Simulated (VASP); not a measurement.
A run of VASP 6.6.1 is set up as follows.

Contents of INCAR:

```
ALGO = Normal ; EDIFF = 1E-6
EDIFFG = -0.01 ; ENCUT = 600
GGA = PS ; IBRION = 2
ISIF = 3 ; ISMEAR = 0
KPAR = 4 ; LASPH = T
LCHARG = F ; LREAL = F
LWAVE = F ; NELM = 80
NSW = 90 ; PREC = Accurate
SIGMA = 0.03
```

The input KPOINTS:

```
k-points
0
Gamma
  10 10 10
```

Contents of POSCAR:

```
HfO2
1.0
    0.0000000000      2.5575000000      2.5575000000
    2.5575000000      0.0000000000      2.5575000000
    2.5575000000      2.5575000000      0.0000000000
Hf O
1 2
Direct
    0.0000000000      0.0000000000      0.0000000000
    0.2500000000      0.2500000000      0.2500000000
    0.7500000000      0.7500000000      0.7500000000
```

Potentials or basis: VASP PAW PBE potentials, release 64 (Hf_pv, O).

Launch:

```console
$ cat potpaw_PBE.64/Hf_pv/POTCAR potpaw_PBE.64/O/POTCAR > POTCAR
$ mpirun -np 4 vasp_std > vasp.out
```

Q: Estimate the space group after relaxing (to 0.05 Å).

A: Fm-3m (No. 225).

Q: What does it give for the relaxed volume?

A: 10.53 Å³/atom.

Q: Estimate the relaxed cell.

A: a = 3.549 Å, b = 3.549 Å, c = 3.549 Å, α = 60.00°, β = 60.00°, γ = 60.00°.

Q: What does it give for the band gap on the k mesh?

A: 3.75 eV, direct.

Final structure:
```
Hf O
1.0
     0.00000    2.50937    2.50937
     2.50937    0.00000    2.50937
     2.50937    2.50937    0.00000
Hf O
1 2
Direct
  0.00000 0.00000 0.00000
  0.25000 0.25000 0.25000
  0.75000 0.75000 0.75000
```

Caveat: the PAW data sets were made with another functional, which shifts forces and pressure a little; spin-orbit coupling is left out, which moves the levels of the heavy elements. A hybrid or GW would open this gap; PBEsol tends to underestimate it.
